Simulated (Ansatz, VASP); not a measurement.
# TiAl3 in VASP and in Ansatz

INCAR

```
SYSTEM = TiAl3
PREC = Accurate
ENCUT = 520
EDIFF = 1E-6
ISMEAR = 0
SIGMA = 0.1
LREAL = .False.
LASPH = .True.
NELM = 60
ALGO = Fast
ISIF = 2
LWAVE = .False.
LCHARG = .False.
GGA = PS
NBANDS = 18
```

Contents of KPOINTS:

```
regular mesh
0
Gamma
  4 4 4
  0 0 0
```

Contents of POSCAR:

```
TiAl3
1.0
    3.9556712500      0.0000000000      0.0000000000
    0.0000000000      3.9556712500      0.0000000000
    0.0000000000      0.0000000000      3.9556712500
Ti Al
1 3
Direct
    0.0000000000      0.0000000000      0.0000000000
    0.5000000000      0.5000000000      0.0000000000
    0.5000000000      0.0000000000      0.5000000000
    0.0000000000      0.5000000000      0.5000000000
```

Input for Ansatz:

```yaml
crystal:
  lattice:
    - [3.95567125, 0.0, 0.0]
    - [0.0, 3.95567125, 0.0]
    - [0.0, 0.0, 3.95567125]
  atoms:
    - { symbol: Ti, position: [0.0, 0.0, 0.0] }
    - { symbol: Al, position: [0.5, 0.5, 0.0] }
    - { symbol: Al, position: [0.5, 0.0, 0.5] }
    - { symbol: Al, position: [0.0, 0.5, 0.5] }
basis:
  ecutwfc: 420
kpoints:
  mp_grid: { grid: [4, 4, 4] }
hamiltonian:
  xc: pbesol
scf:
  occupations: { method: gaussian, width: 0.1 }
output:
  forces: true
  stress: true
  eigenvalues: true
```

The cell comes from a database or a generator and needn't be the stable form of this composition.

Alike in both runs: task single point; functional PBEsol; k mesh 4 × 4 × 4; occupations gaussian, width 0.1 eV; no spin polarisation.

|  | VASP | Ansatz |
| --- | --- | --- |
| version | VASP 6.6.1 | Ansatz 0.2.0 |
| potentials or method | VASP PAW PBE potentials, release 64 (Ti_sv, Al) | scalar-relativistic, plane waves, PAW |
| plane-wave cutoff (eV) | 520 | 420 |
| valence electrons in the cell | 21 | 21 |

VASP gave:

```
gap on the k mesh at the Fermi level (eV) : none
pressure (GPa)                            : -0.4
```

Question: Estimate Ansatz's values.

Answer: gap on the k mesh at the Fermi level (eV): none; pressure (GPa): -0.5.

A gap of «none» marks a metal or a gap that the smearing closes. With one functional, cell and mesh, what is left measures potentials, basis and numerics.

Caveats: the k mesh is coarse (spacing up to 0.40 Å⁻¹), so the values aren't converged; the PAW data sets were made with another functional, which shifts forces and pressure a little (VASP).
